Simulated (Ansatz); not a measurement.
# CdTe: a line through a two-coordinate scan

How does the energy of CdTe (F-43m, No. 216; 2 atoms in the cell) vary with c/a of the conventional cell, at volume per atom = 31.88 Å³?

The COD entry's cell or inner coordinates are ideal or old and differ from later refinements, so a difference from it is no clean test against experiment.

Method: DFT PBE, scalar-relativistic, plane waves, PAW, in Ansatz 0.2.0.

3 further runs of the same task are left out: 3 set aside as unsound or not needed.

### 1 Starting point

It takes space group F-43m (No. 216, cubic). The conventional cell has a = 6.617 Å, b = 6.617 Å, c = 6.617 Å, α = 90.00°, β = 90.00°, γ = 90.00°. Cd (site symmetry -43m) is surrounded by 4 Te at 2.87 Å. Te (site symmetry -43m) has 4 Cd at 2.87 Å as nearest neighbours.

As a file:

```cif
data_structure
_symmetry_space_group_name_H-M 'P 1'
_symmetry_Int_Tables_number 1
_cell_length_a 4.6792
_cell_length_b 4.6792
_cell_length_c 4.6792
_cell_angle_alpha 60.000
_cell_angle_beta 60.000
_cell_angle_gamma 60.000
_cell_volume 72.44
loop_
_atom_site_label
_atom_site_type_symbol
_atom_site_fract_x
_atom_site_fract_y
_atom_site_fract_z
_atom_site_occupancy
Cd1 Cd 0.00000 0.00000 0.00000 1
Te1 Te 0.75000 0.75000 0.75000 1
```

It is the result of an earlier relaxation at this level (volume 36.22 Å³/atom; gap on the mesh: 0.59 eV).

### 2 What is varied

The energy is mapped over volume and the cell's shape.

First coordinate, volume per atom: 5 values from 31.88 to 40.57 Å³. Second coordinate, c/a of the conventional cell: 5 values from 0.834 to 1.200.

Nothing else is relaxed (symmetry fixes all fractional coordinates). Energies count from the relaxed crystal. Points are written as (first, second).

### 3 Point (31.88 Å³, 0.834)

input.yaml

```yaml
crystal:
  lattice:
    - [0.0, 2.8083756691, 3.3689727316]
    - [3.3689727316, 0.0, 3.3689727316]
    - [3.3689727316, 2.8083756691, 0.0]
  atoms:
    - { symbol: Cd, position: [0.0, 0.0, 0.0] }
    - { symbol: Te, position: [0.75, 0.75, 0.75] }
basis:
  ecutwfc: 420
kpoints:
  mp_grid: { grid: [10, 10, 10] }
hamiltonian:
  xc: pbe
scf:
  occupations: { method: gaussian, width: 0.05 }
output:
  forces: true
  stress: true
  eigenvalues: true
```

Command:

```sh
> ansatz run input.yaml --threads 1 --pin off --max-ram 2048MiB --backend cpu --events-out ev --progress --plain --runs-dir out
```

The program printed, shortened:

```text
Warning: RAYON_NUM_THREADS=1 ignored (pool sized by the plan → 1); use --threads N
[...]
Pseudopotentials: kind: paw
Pseudopotential: Cd, paw, valence charge 20, recommended cutoff 420 eV (normal), Cd.paw.azcp
Pseudopotential: Te, paw, valence charge 16, recommended cutoff 420 eV (normal), Te.paw.azcp
Functional definition: PBE
[...]
Crystal: 2 atoms, lattice volume = 63.750 Å³
Basis set: ecut = 420 eV, 1257 PW (Γ), exchange–correlation on 60×64×60 points (8 copies of the dense FFT grid, shifted against one another)
Bands: 22, of which v1, the nominal top of the filled ones, is band 18 counted from 1 (17 counted from 0)
Symmetry: 8 space group operations
Space group: I-4m2 (ITA 119), of the structure as read, at distance tolerance 4.0e-5 Å
k-points: 102 of 1000 (time reversal used)
[...]
SCF iter   1: F=—  HF=-15235.159913 eV  |F-HF|=—  |Δ(HF+E_count)|=         —  Δρ=1.33e-3  dr2=2.62e-3  ethr=1.77e-3  ⟨swp⟩=6.0  Hψ=10663  notcnv=0
[...]
SCF iter   6: F=-15235.159300 eV  HF=-15235.159300 eV  |F-HF|=1.67e-8  |Δ(HF+E_count)|=   7.52e-7  Δρ=3.35e-6  dr2=7.44e-9  ethr=2.78e-10  ⟨swp⟩=6.5  Hψ=9906  notcnv=0
[...]
SCF converged after 6 iterations
Free energy (F): -15235.159300 eV
[...]
E sigma→0 (E₀):  -15235.159300 eV
Fermi energy:    8.968995 eV
[...]
--- Forces (eV/Å), atoms counted from 1 ---
  atom   1  Cd    -0.00000000     0.00000000     0.00000000
  atom   2  Te     0.00000000     0.00000000    -0.00000000
[...]
--- Stress (GPa, compression-positive) ---
        4.968759       0.000000       0.000000
       -0.000000       6.064224       0.000000
        0.000000       0.000000       4.968759
  P = ⅓ Tr σ = 5.3339 GPa (53.339 kbar)
--- Band table (eV; the first three rows and the last of 102) ---
  k-point 0: bands = ["-93.8730", "-54.9561", "-54.9268", "-54.9268", "-27.7461", "-27.7344", "-27.7159", "-27.7159", "-27.6985", "-3.1031", "-0.0819", "-0.0819", "-0.0507", "0.1893", "0.2392", "8.2168", "8.2168", "8.6613", "9.2766", "13.1591", "13.1787", "13.1787"]
[...]
```

Run time: 9.8 s. Hardware: 1 thread of Arm Neoverse V2, shared host; peak memory 0.42 GiB.

On the map this point reads 90 meV/atom.

### 4 Point (31.88 Å³, 0.913)

Edit input.yaml of step 3 so:

```diff
@@ -2,5 +2,5 @@
   lattice:
-    - [0.0, 2.8083756691, 3.3689727316]
-    - [3.3689727316, 0.0, 3.3689727316]
-    - [3.3689727316, 2.8083756691, 0.0]
+    - [0.0, 2.9839892175, 3.2683343018]
+    - [3.2683343018, 0.0, 3.2683343018]
+    - [3.2683343018, 2.9839892175, 0.0]
   atoms:
```

Command:

```sh
> ansatz run input.yaml --threads 1 --pin off --max-ram 2048MiB --backend cpu --events-out ev --progress --plain --runs-dir out
```

The program printed, shortened:

```text
Warning: RAYON_NUM_THREADS=1 ignored (pool sized by the plan → 1); use --threads N
[...]
[... 4 set-up lines as earlier in the session ...]
[...]
Crystal: 2 atoms, lattice volume = 63.750 Å³
Basis set: ecut = 420 eV, 1257 PW (Γ), exchange–correlation on 60×64×60 points (8 copies of the dense FFT grid, shifted against one another)
Bands: 22, of which v1, the nominal top of the filled ones, is band 18 counted from 1 (17 counted from 0)
[... 2 set-up lines as earlier in the session ...]
k-points: 102 of 1000 (time reversal used)
[...]
SCF iter   1: F=—  HF=-15235.182639 eV  |F-HF|=—  |Δ(HF+E_count)|=         —  Δρ=1.36e-3  dr2=2.71e-3  ethr=1.77e-3  ⟨swp⟩=6.1  Hψ=10711  notcnv=0
[...]
SCF iter   6: F=-15235.182061 eV  HF=-15235.182061 eV  |F-HF|=4.44e-9  |Δ(HF+E_count)|=   5.61e-7  Δρ=2.42e-6  dr2=2.56e-9  ethr=2.78e-10  ⟨swp⟩=6.8  Hψ=9789  notcnv=0
[...]
SCF converged after 6 iterations
Free energy (F): -15235.182061 eV
[...]
E sigma→0 (E₀):  -15235.182061 eV
Fermi energy:    8.973915 eV
[...]
--- Forces (eV/Å), atoms counted from 1 ---
  atom   1  Cd    -0.00000000     0.00000000    -0.00000000
  atom   2  Te     0.00000000     0.00000000    -0.00000000
[...]
--- Stress (GPa, compression-positive) ---
        5.672203      -0.000000       0.000000
        0.000000       6.419998       0.000000
        0.000000       0.000000       5.672203
  P = ⅓ Tr σ = 5.9215 GPa (59.215 kbar)
--- Band table (eV; the first three rows and the last of 102) ---
  k-point 0: bands = ["-93.8691", "-54.9426", "-54.9278", "-54.9278", "-27.7573", "-27.7459", "-27.7410", "-27.7410", "-27.7261", "-3.1361", "-0.0993", "-0.0993", "-0.0804", "0.2004", "0.2260", "8.3201", "8.3201", "8.5840", "9.3638", "13.0347", "13.0393", "13.0393"]
[...]
```

It took 10 s on 1 thread of Arm Neoverse V2, shared host; peak memory 0.42 GiB.

On the map this point reads 79 meV/atom.

### 5 The run at (31.88 Å³, 1.000)

Edit input.yaml of step 4 so:

```diff
@@ -2,5 +2,5 @@
   lattice:
-    - [0.0, 2.9839892175, 3.2683343018]
-    - [3.2683343018, 0.0, 3.2683343018]
-    - [3.2683343018, 2.9839892175, 0.0]
+    - [0.0, 3.1706628527, 3.1706628527]
+    - [3.1706628527, 0.0, 3.1706628527]
+    - [3.1706628527, 3.1706628527, 0.0]
   atoms:
```

Command:

```sh
> ansatz run input.yaml --threads 1 --pin off --max-ram 2048MiB --backend cpu --events-out ev --progress --plain --runs-dir out
```

The program printed, shortened:

```text
Warning: RAYON_NUM_THREADS=1 ignored (pool sized by the plan → 1); use --threads N
[...]
[... 4 set-up lines as earlier in the session ...]
[...]
Crystal: 2 atoms, lattice volume = 63.750 Å³
Basis set: ecut = 420 eV, 1243 PW (Γ), exchange–correlation on 60×60×60 points (8 copies of the dense FFT grid, shifted against one another)
Bands: 22, of which v1, the nominal top of the filled ones, is band 18 counted from 1 (17 counted from 0)
Symmetry: 24 space group operations
Space group: F-43m (ITA 216), of the structure as read, at distance tolerance 4.0e-5 Å
k-points: 47 of 1000 (time reversal used)
[...]
SCF iter   1: F=—  HF=-15235.192726 eV  |F-HF|=—  |Δ(HF+E_count)|=         —  Δρ=1.37e-3  dr2=2.79e-3  ethr=1.77e-3  ⟨swp⟩=6.1  Hψ=4919  notcnv=0
[...]
SCF iter   6: F=-15235.192160 eV  HF=-15235.192160 eV  |F-HF|=1.34e-9  |Δ(HF+E_count)|=   4.08e-7  Δρ=2.12e-6  dr2=1.60e-9  ethr=2.78e-10  ⟨swp⟩=6.9  Hψ=4468  notcnv=0
[...]
SCF converged after 6 iterations
Free energy (F): -15235.192160 eV
[...]
E sigma→0 (E₀):  -15235.192160 eV
Fermi energy:    8.911606 eV
[...]
--- Forces (eV/Å), atoms counted from 1 ---
  atom   1  Cd    -0.00000000    -0.00000000     0.00000000
  atom   2  Te     0.00000000    -0.00000000    -0.00000000
[...]
--- Stress (GPa, compression-positive) ---
        6.117414       0.000000      -0.000000
        0.000000       6.117414       0.000000
       -0.000000       0.000000       6.117414
  P = ⅓ Tr σ = 6.1174 GPa (61.174 kbar)
--- Band table (eV; the first three rows and the last of 47) ---
  k-point 0: bands = ["-93.8673", "-54.9309", "-54.9309", "-54.9309", "-27.7548", "-27.7548", "-27.7548", "-27.7441", "-27.7441", "-3.1474", "-0.1001", "-0.1001", "-0.1001", "0.2130", "0.2130", "8.4237", "8.4237", "8.4237", "9.3967", "12.9931", "12.9931", "12.9931"]
[...]
```

It took 4.8 s on 1 thread of Arm Neoverse V2, shared host; peak memory 0.36 GiB.

Energy on the map's scale: 74 meV/atom.

### 6 Grid point (31.88 Å³, 1.095)

Edit input.yaml of step 5 so:

```diff
@@ -2,5 +2,5 @@
   lattice:
-    - [0.0, 3.1706628527, 3.1706628527]
-    - [3.1706628527, 0.0, 3.1706628527]
-    - [3.1706628527, 3.1706628527, 0.0]
+    - [0.0, 3.369034484, 3.0759011084]
+    - [3.0759011084, 0.0, 3.0759011084]
+    - [3.0759011084, 3.369034484, 0.0]
   atoms:
```

Command:

```sh
> ansatz run input.yaml --threads 1 --pin off --max-ram 2048MiB --backend cpu --events-out ev --progress --plain --runs-dir out
```

The program printed, shortened:

```text
Warning: RAYON_NUM_THREADS=1 ignored (pool sized by the plan → 1); use --threads N
[...]
[... 4 set-up lines as earlier in the session ...]
[...]
Crystal: 2 atoms, lattice volume = 63.750 Å³
Basis set: ecut = 420 eV, 1275 PW (Γ), exchange–correlation on 64×60×64 points (8 copies of the dense FFT grid, shifted against one another)
Bands: 22, of which v1, the nominal top of the filled ones, is band 18 counted from 1 (17 counted from 0)
[... 2 set-up lines as earlier in the session ...]
k-points: 102 of 1000 (time reversal used)
[...]
SCF iter   1: F=—  HF=-15235.177430 eV  |F-HF|=—  |Δ(HF+E_count)|=         —  Δρ=1.33e-3  dr2=2.56e-3  ethr=1.77e-3  ⟨swp⟩=6.1  Hψ=10712  notcnv=0
[...]
SCF iter   6: F=-15235.176911 eV  HF=-15235.176910 eV  |F-HF|=8.93e-9  |Δ(HF+E_count)|=   7.10e-7  Δρ=2.33e-6  dr2=2.93e-9  ethr=2.78e-10  ⟨swp⟩=6.8  Hψ=9931  notcnv=0
[...]
SCF converged after 6 iterations
Free energy (F): -15235.176911 eV
[...]
E sigma→0 (E₀):  -15235.176911 eV
Fermi energy:    8.946708 eV
[...]
--- Forces (eV/Å), atoms counted from 1 ---
  atom   1  Cd     0.00000000     0.00000000    -0.00000000
  atom   2  Te     0.00000000    -0.00000000     0.00000000
[...]
--- Stress (GPa, compression-positive) ---
        6.395623       0.000000      -0.000000
        0.000000       5.010165      -0.000000
       -0.000000      -0.000000       6.395623
  P = ⅓ Tr σ = 5.9338 GPa (59.338 kbar)
--- Band table (eV; the first three rows and the last of 102) ---
  k-point 0: bands = ["-93.8702", "-54.9386", "-54.9386", "-54.9241", "-27.7503", "-27.7503", "-27.7456", "-27.7316", "-27.7218", "-3.1358", "-0.1115", "-0.0851", "-0.0851", "0.2016", "0.2236", "8.1553", "8.5361", "8.5361", "9.3553", "13.0352", "13.0352", "13.0411"]
[...]
```

It took 10 s on 1 thread of Arm Neoverse V2, shared host; peak memory 0.42 GiB.

Energy on the map's scale: 81 meV/atom.

### 7 The run at (31.88 Å³, 1.200)

Edit input.yaml of step 6 so:

```diff
@@ -2,5 +2,5 @@
   lattice:
-    - [0.0, 3.369034484, 3.0759011084]
-    - [3.0759011084, 0.0, 3.0759011084]
-    - [3.0759011084, 3.369034484, 0.0]
+    - [0.0, 3.5796538761, 2.9840395766]
+    - [2.9840395766, 0.0, 2.9840395766]
+    - [2.9840395766, 3.5796538761, 0.0]
   atoms:
```

Command:

```sh
> ansatz run input.yaml --threads 1 --pin off --max-ram 2048MiB --backend cpu --events-out ev --progress --plain --runs-dir out
```

The program printed, shortened:

```text
Warning: RAYON_NUM_THREADS=1 ignored (pool sized by the plan → 1); use --threads N
[...]
[... 4 set-up lines as earlier in the session ...]
[...]
Crystal: 2 atoms, lattice volume = 63.750 Å³
Basis set: ecut = 420 eV, 1239 PW (Γ), exchange–correlation on 64×60×64 points (8 copies of the dense FFT grid, shifted against one another)
Bands: 22, of which v1, the nominal top of the filled ones, is band 18 counted from 1 (17 counted from 0)
[... 2 set-up lines as earlier in the session ...]
k-points: 102 of 1000 (time reversal used)
[...]
SCF iter   1: F=—  HF=-15235.118993 eV  |F-HF|=—  |Δ(HF+E_count)|=         —  Δρ=1.17e-3  dr2=1.90e-3  ethr=1.77e-3  ⟨swp⟩=6.1  Hψ=10680  notcnv=0
[...]
SCF iter   6: F=-15235.118768 eV  HF=-15235.118768 eV  |F-HF|=2.14e-8  |Δ(HF+E_count)|=   9.54e-7  Δρ=3.35e-6  dr2=7.22e-9  ethr=2.78e-10  ⟨swp⟩=6.9  Hψ=10165  notcnv=0
[...]
SCF converged after 6 iterations
Free energy (F): -15235.118768 eV
[...]
E sigma→0 (E₀):  -15235.118768 eV
Fermi energy:    8.939697 eV
[...]
--- Forces (eV/Å), atoms counted from 1 ---
  atom   1  Cd    -0.00000000    -0.00000000     0.00000000
  atom   2  Te     0.00000000     0.00000000    -0.00000000
[...]
--- Stress (GPa, compression-positive) ---
        6.625008      -0.000000       0.000000
        0.000000       3.045035       0.000000
        0.000000       0.000000       6.625008
  P = ⅓ Tr σ = 5.4317 GPa (54.317 kbar)
--- Band table (eV; the first three rows and the last of 102) ---
  k-point 0: bands = ["-93.8818", "-54.9547", "-54.9547", "-54.9261", "-27.7245", "-27.7214", "-27.7214", "-27.6822", "-27.6733", "-3.1006", "-0.1189", "-0.0584", "-0.0584", "0.1910", "0.2282", "7.7856", "8.6685", "8.6685", "9.2077", "13.1598", "13.1598", "13.1803"]
[...]
```

Run time: 12 s. Hardware: 1 thread of Arm Neoverse V2, shared host; peak memory 0.42 GiB.

That is 110 meV/atom from the zero.

### 8 The line in numbers

| c/a of the conventional cell | step | energy (meV/atom) | slope (meV/atom per unit) | pressure (GPa) | band gap on the k-mesh (eV) |
| --- | --- | --- | --- | --- | --- |
| 0.834 | 3 | 90 | −174 | 5.33 | 0.61 |
| 0.913 | 4 | 79 | −109 | 5.92 | 0.78 |
| 1.000 | 5 | 74 | 0 | 6.12 | 0.97 |
| 1.095 | 6 | 81 | 168 | 5.93 | 0.82 |
| 1.200 | 7 | 110 | 396 | 5.43 | 0.54 |

Energies count from the relaxed crystal. Slopes come from the forces (and the stress, where the cell changes), not from differences of energies.

Along the line the energy is lowest at 1.000, 74 meV/atom from the zero. A fit to energies and slopes at the lowest point and its two neighbours puts the minimum at 1.0000, with a curvature of about 1500 meV/atom per (unit)². The highest point computed, at 1.200, lies 37 meV/atom above the lowest. This is one cut through a surface in two coordinates; the map's lowest point lies off it. The gap on the mesh closes on part of the grid. Spin-orbit coupling is left out, which matters for the bands of Te.

The gaps are Kohn-Sham values of a semilocal functional, not quasiparticle or optical gaps. Such gaps usually fall short of the measured ones; spin-orbit coupling, left out here, narrows gaps with Te, so the two errors partly cancel.
